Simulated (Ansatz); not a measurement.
Runs of Ansatz 0.2.0 on BeTe. Symmetry: Fm-3m, No. 225, cubic system. The conventional cell has a = 5.361 Å, b = 5.361 Å, c = 5.361 Å, α = 90.00°, β = 90.00°, γ = 90.00°. Be (site symmetry m-3m) is surrounded by 6 Te at 2.68 Å. Te (site symmetry m-3m) is surrounded by 6 Be at 2.68 Å. The cell was built by a generator and needn't be a form met in nature.

```tsv
task	level	cell	screening (1/Å)	share of exact exchange	gap on the mesh (eV)	pressure (GPa)
single point	HSE06 form with a typed share of exact exchange	as given	0.15	0.25	none	-0.8
single point	HSE06 form with a typed share of exact exchange	as given	0.6	0.25	none	0.0
single point	HSE06 form with a typed share of exact exchange	as given	0.2	0.25	none	-0.7
single point	HSE06 form with a typed share of exact exchange	as given	0.3	0.25	none	-0.5
single point	HSE06 form with a typed share of exact exchange	as given	0.4	0.25	none	(a)
single point	HSE06 form with a typed share of exact exchange	as given	0.1	0.25	none	-0.9
single point	PBE0	as given	-	-	none	-0.7
relaxation of cell and atoms	PBE0	relaxed	-	-	none	0.0
```

Alike in all rows: potentials or basis Ansatz PAW; no spin polarisation; k mesh 5 × 5 × 5; cutoff (eV) 420; smearing fermi-dirac 0.05 eV; the mesh is coarse, so values aren't converged.

Estimate the missing entries.

(a) -0.4.

Caveats: all runs use coarse meshes; the PAW data sets come from PBE, with cores solved anew for the run's functional, which leaves a small shift of forces and pressure; the thresholds are loose for stress (some runs); the plane-wave basis is chosen anew once the cell has moved, so the energies of steps on either side of that aren't comparable (some runs).

A k mesh can miss the band edges, and the runs leave out spin-orbit coupling on Te.

A gap of «none» marks a metal or a gap under the smearing width.
